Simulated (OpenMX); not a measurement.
The system is GaSb.

```xyz
2
Lattice="-1.5559 2.6750 2.8933 1.5559 -2.6750 2.8933 1.5559 2.6750 -2.8933" Properties=species:S:1:pos:R:3 pbc="T T T"
Sb    0.0000    0.0000    2.8933
Ga    0.0000    0.0000    0.0000
```

Measurements of this composition are mostly on another form, of space group No. 216.

Base run:

```yaml
Program: OpenMX 3.8.5
Functional: PBE
Dispersion: D3(BJ)
Potentials_or_basis: OpenMX 2013 PBE set, Sb7.0-s3p2d2, Ga7.0-s3p2d2, grid cutoff 500 Ry
k_mesh: 7 × 7 × 7
Occupations: fermi-dirac, width 0.05 eV
Spin: no spin polarisation
```

Its results: band gap on the k mesh none (metal or under the smearing width); pressure -0.7 GPa.

Q: After a change of settings the same cell gave: band gap on the k mesh none (metal or under the smearing width); pressure 0.6 GPa. Which change was it?
A. dispersion from D3(BJ) to D4
B. dispersion from D3(BJ) to D3
C. dispersion from D3(BJ) to none

A: B.

Caveats: the basis of atomic orbitals isn't converged, which shifts pressures, moduli and gaps; pairwise dispersion overbinds metals, which lowers pressure and volume.
